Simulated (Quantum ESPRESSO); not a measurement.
# Rh: equation of state with PBE+D3(BJ)

**Measured values to compare with.**

“Thermal equation of state of rhodium characterized by XRD in a resistively heated diamond anvil cell”, 2024, pmc:11535440 quotes, for a bulk crystal of Rh: bulk modulus 264 ± 1 GPa.

Crystal: Rh.

```
Rh
1.0
     0.00000    1.89785    1.89785
     1.89785    0.00000    1.89785
     1.89785    1.89785    0.00000
Rh
1
Direct
  0.00000 0.00000 0.00000
```

```yaml
Program: Quantum ESPRESSO 7.5
Task: equation of state
Functional: PBE
Dispersion: D3(BJ)
Potentials_or_basis: PseudoDojo 0.4.1 SR PBE standard
Cutoff: 1197 eV
Density_cutoff: 4789 eV
k_mesh: 12 × 12 × 12
Occupations: fermi-dirac, width 0.05 eV
Spin: no spin polarisation
Mixing_beta: 0.5
Most_SCF_iterations: 120
SCF_threshold: 2e-10 Ry
```

```json
{"Equilibrium volume": "13.76 Å³/atom", "Bulk modulus": "278 GPa", "Pressure derivative of the bulk modulus": "5.1"}
```

Energy against volume, from the lowest point:
```
volume (Å³/atom)  energy (meV/atom)
          12.851              58.86
          13.125              27.22
          13.398               8.09
          13.671               0.00
          13.945               1.75
          14.218              12.14
          14.492              30.19
```

All runs of the series together: 120 s on 1 thread of Arm Neoverse V1, with other jobs on the host.

A measured bulk modulus of Rh is 264 GPa (quoted in “Thermal equation of state of rhodium characterized by XRD in a resistively heated diamond anvil cell”, 2024, pmc:11535440); the calculated 278 GPa misses it by +5.2 %. The fit is for a static lattice scaled at fixed shape and fixed fractional positions.
